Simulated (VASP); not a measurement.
A run of VASP 6.6.1 is set up as follows.

The input INCAR:

```
  PREC = Accurate
  ENCUT = 400
  EDIFF = 1E-7
  ISMEAR = 0
  SIGMA = 0.01
  LREAL = F
  LASPH = T
  NELM = 80
  ALGO = Normal
  ISIF = 2
  LWAVE = F
  LCHARG = F
  GGA = PE
  ISYM = 0
```

File KPOINTS:

```
Automatic mesh
0
Gamma
  1 1 1
```

File POSCAR:

```
H4CO                                    
1.0
   12.6210574607      0.0000000000      0.0000000000
    0.0000000000     13.1210574607      0.0000000000
    0.0000000000      0.0000000000     13.6210574607
  C               O               H             
     1     1     4
Selective dynamics
Direct
     0.5262420378000030    0.4967749730000008    0.4914515007999967   F   F   F
     0.4128769277311963    0.4984969796796579    0.4927466630877602   T   T   T
     0.5497473699347863    0.4473510377244118    0.4301747011548663   T   T   T
     0.5602413191462704    0.5732598124107456    0.4790777591925320   T   T   T
     0.5595304304556354    0.4649720667384932    0.5598929078157868   T   T   T
     0.3903845693058945    0.5420150726232672    0.5466618284244251   T   T   T
```

Potentials or basis: VASP PAW PBE potentials, release 64 (C, O, H).

Launch:

```sh
$ cat potpaw_PBE.64/C/POTCAR potpaw_PBE.64/O/POTCAR potpaw_PBE.64/H/POTCAR > POTCAR
$ mpirun -np 1 vasp_gam > vasp.out
```

Task: Predict the gap between the frontier levels.

Result: 5.56 eV.

Task: What does it give for the largest force?

Result: 0.027 eV/Å.

Forces in eV/Å, atoms in the order of the input:
```
C   -0.006  0.015  0.020
O    0.012  0.007  0.010
H   -0.017  0.000  0.000
H    0.009 -0.003 -0.005
H    0.010 -0.004 -0.004
H   -0.008 -0.015 -0.020
```

 As with any semilocal functional, this PBE gap is likely too small.
